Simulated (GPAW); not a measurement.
How the form of the self-energy moves the gap of TlBr (Pm-3m). It takes space group Pm-3m (No. 221, cubic). Conventional cell: a = 3.980 Å, b = 3.980 Å, c = 3.980 Å, α = 90.00°, β = 90.00°, γ = 90.00°. Nearest to Tl lie 8 Br at 3.45 Å. Nearest to Br lie 8 Tl at 3.45 Å. Farther neighbours and most contacts between anions are not listed. The calculation used DFT, PBE, plane waves, PAW (and 1 further level or step) in GPAW 26.7.0, with cutoff 450 eV, GPAW PAW setups 1.2.1 data release, 4×4×4 k-mesh, nbands 153 in one of its runs. The G0W0, Godby-Needs plasmon pole is 2.690 eV. The G0W0, full frequency, Hilbert transform is 2.708 eV. The G0W0, multipole is 2.670 eV and the known limits are not at the basis limit; no spin-orbit coupling; coarse k mesh. It took 4 runs, 2.2 min in all on 4 MPI ranks of Arm Neoverse V2, shared host (the runs of this entry). G0W0, full frequency, Hilbert transform: +0.018 eV against G0W0, Godby-Needs plasmon pole. G0W0, multipole: −0.020 eV against G0W0, Godby-Needs plasmon pole. The cell and positions come from the Crystallography Open Database and are kept as given unless a step says otherwise. Limits: no spin-orbit coupling. Bands and cutoff are finite, so the gap is not at the basis limit. The miss can reach some tenths of an eV and take either sign; the mesh is an error of its own. The 4×4×4 mesh is coarse for this cell, which bears on the long-range parts of exchange and screening.

```xyz
2
Lattice="3.9800 0.0000 0.0000 0.0000 3.9800 0.0000 0.0000 0.0000 3.9800" Properties=species:S:1:pos:R:3 pbc="T T T"
Tl    0.0000    0.0000    0.0000
Br    1.9900    1.9900    1.9900
```

[Paths, hosts, dates, memory and timing lines, banners, echoed tables and standing remarks are left out of the program output.]

[Logs are printed without paths, hosts, clocks, repeated set-up lines and the standing remarks that a program may print on its own settings, such as how far it seeks lower states.]

[Runs of the session that timed out or met a known fault of the program may be left out.]

[Hosts, paths, dates, database ids (printed as entryN), source tags and the programs' standing remarks are cut or masked in the printed files.]
